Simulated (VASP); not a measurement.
The system is C.

```
CELL_PARAMETERS angstrom
2.46100 0.00000 0.00000
-1.23050 2.13129 0.00000
0.00000 0.00000 6.70800
ATOMIC_POSITIONS crystal
C 0.00000 0.00000 0.25000
C 0.33333 0.66667 0.25000
C 0.00000 0.00000 0.75000
C 0.33333 0.66667 0.75000
```

The cell was built by a generator and needn't be a form met in nature.

Base run:

* Program: VASP 6.6.1
* Functional: optB86b-vdW
* Potentials or basis: VASP PAW PBE potentials, release 64 (C)
* Cutoff: 520 eV
* k mesh: 16 × 16 × 4
* Occupations: fermi-dirac, width 0.05 eV
* Spin: no spin polarisation

Its results: band gap on the k mesh 0.16 eV; pressure 2.6 GPa.

After a change of settings the same cell gave: band gap on the k mesh 0.17 eV; pressure 2.0 GPa. Which change was it?
A. functional from optB86b-vdW to SCAN; dispersion from none to rVV10
B. functional from optB86b-vdW to vdW-DF2
C. functional from optB86b-vdW to PBEsol
D. functional from optB86b-vdW to rev-vdW-DF2

D.

Caveats: the PAW data sets were made with another functional, which shifts forces and pressure a little.

Runs at the PBE level aren't shown here.
